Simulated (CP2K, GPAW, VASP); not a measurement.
## One calculation of ZnS, 3 ways

```
CELL_PARAMETERS angstrom
3.81200 0.00000 0.00000
-1.90600 3.30129 0.00000
0.00000 0.00000 18.68999
ATOMIC_POSITIONS crystal
Zn 0.33333 0.66667 0.83333
Zn 0.66667 0.33333 0.33333
Zn 0.66667 0.33333 0.66667
Zn 0.33333 0.66667 0.16667
Zn 0.00000 0.00000 0.50000
Zn 0.00000 0.00000 0.00000
S 0.33333 0.66667 0.95833
S 0.66667 0.33333 0.45833
S 0.66667 0.33333 0.79167
S 0.33333 0.66667 0.29167
S 0.00000 0.00000 0.62500
S 0.00000 0.00000 0.12500
```

Alike in all runs: task single point; functional PBE; k mesh 8 × 8 × 2; occupations gaussian, width 0.013 eV; no spin polarisation; no spin-orbit coupling. Pressure is positive in compression and, in plane waves, holds the error of the finite cutoff.

```csv
program and potentials,plane-wave cutoff (eV),notes,band gap (eV),pressure (GPa)
"CP2K, POTENTIAL_UZH Zn GTH-PBE-q12, S GTH-PBE-q6; TZVP-MOLOPT-PBE-GTH basis",-,atomic basis,2.13,2.59
"GPAW, GPAW PAW data sets (gpaw-data 1.2.1)",600,-,2.16,2.15
"VASP, PBE PAW files S, Zn, 520 eV",520,-,2.17,2.38
```

Force on atom 7 (S), eV/Å:

```tsv
program and potentials	x	y	z
GPAW, GPAW PAW data sets (gpaw-data 1.2.1)	0.000	0.000	-0.030
VASP, PBE PAW files S, Zn, 520 eV	0.000	0.000	-0.030
```

The band gap spans 2.13 (CP2K, POTENTIAL_UZH Zn GTH-PBE-q12, S GTH-PBE-q6; TZVP-MOLOPT-PBE-GTH basis) to 2.17 eV (VASP, PBE PAW files S, Zn, 520 eV). The pressure spans 2.15 (GPAW, GPAW PAW data sets (gpaw-data 1.2.1)) to 2.59 GPa (CP2K, POTENTIAL_UZH Zn GTH-PBE-q12, S GTH-PBE-q6; TZVP-MOLOPT-PBE-GTH basis). Rows in atomic bases carry the error of their basis and grid, which can be large.

Differences between rows come from potentials, basis sets and numerical settings, since the functional is the same but for its coding. Runs on potential files found faulty are left out.
